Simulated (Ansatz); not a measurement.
## HgTe in the zincblende structure

Level of theory: DFT, PBE with spin–orbit coupling, two-component spinors; plane waves to 420 eV with PAW datasets (Ansatz 0.2.0), 10×10×10 k-mesh, Gaussian smearing of 0.05 eV. The datasets are Ansatz's generated set soft_2.

```yaml
crystal:
  lattice:
    - [0.00000, 3.31455, 3.31455]
    - [3.31455, 0.00000, 3.31455]
    - [3.31455, 3.31455, 0.00000]
  atoms:
    - { symbol: Hg, position: [0.00000, 0.00000, 0.00000] }
    - { symbol: Te, position: [0.25000, 0.25000, 0.25000] }
```

The start was a prototype's sites filled with these elements; the Crystallography Open Database holds the compound in this structure.

The run above is the reference. The same cell was run again with other input settings; several of them aren't fit for production, so the rows show the settings' effect and aren't properties of the material.

```tsv
keys changed	outcome	ΔE (meV/atom)	P (GPa)	gap on the mesh (eV)	cell moment (μB)	largest force component (eV/Å)	SCF iterations	rough core-seconds	new warnings
none (reference)	converged	0.0	0.0	0 (bands touch)	0.00 (no moment typed)	0.000	–	–	–
hamiltonian.xc: "pbe" → "r2scan"	converged	–	-1.3	0 (bands touch)	0.00 (no moment typed)	0.000	7	50	cutoff below recommended
kpoints.mp_grid.grid: [10, 10, 10] → [15, 15, 15]	converged	-0.3	0.0	0 (bands touch)	0.00 (no moment typed)	0.000	7	50	–
basis.ecutwfc: 420 → "200 eV"; scf.algorithm: "direct_min"; basis.ecutrho_ratio: 4 → 12	converged	9025.0	-3.0	0 (bands touch)	0.00 (no moment typed)	0.000	7	40	cutoff below recommended
kpoints.mp_grid.grid: [10, 10, 10] → [12, 12, 12]	converged	-0.2	0.0	0 (bands touch)	0.00 (no moment typed)	0.000	7	50	–
scf.n_extra_bands: 4; scf.lower_state_search: "standard"	converged	0.0	0.0	0 (bands touch)	0.00 (no moment typed)	0.000	7	21	–
scf.mixing.preconditioner: "kerker_dos"; scf.algorithm: "direct_min"	converged	0.0	0.0	0 (bands touch)	0.00 (no moment typed)	0.000	6	90	–
```

ΔE is the energy with the smearing extrapolated to zero. It is left out where the change alters the Hamiltonian or the spin treatment. The varied runs start from atomic densities (corrected by the program's trained start where that serves), with the default search for lower states unless a row changes it.

Q: What happens with these changes: basis.ecutwfc: 420 → "500 eV"; scf.lower_state_search: "off"?

A: outcome converged, ΔE (meV/atom) -1.3, P (GPa) 0.0, gap on the mesh (eV) 0 (bands touch), cell moment (μB) 0.00 (no moment typed), largest force component (eV/Å) 0.000, SCF iterations 7, rough core-seconds 50.

2 further runs (cut off, refused for memory, with changed atoms or starts, or in doubt) are left out.

Of the reference: At this volume the filled and empty bands only touch, so this is a zero-gap semimetal rather than a metal, and a semilocal functional can cause such a touching. The relaxed cell is 9 % larger in volume than the cell of this structure in the Crystallography Open Database (33.49 Å³/atom, 1987).
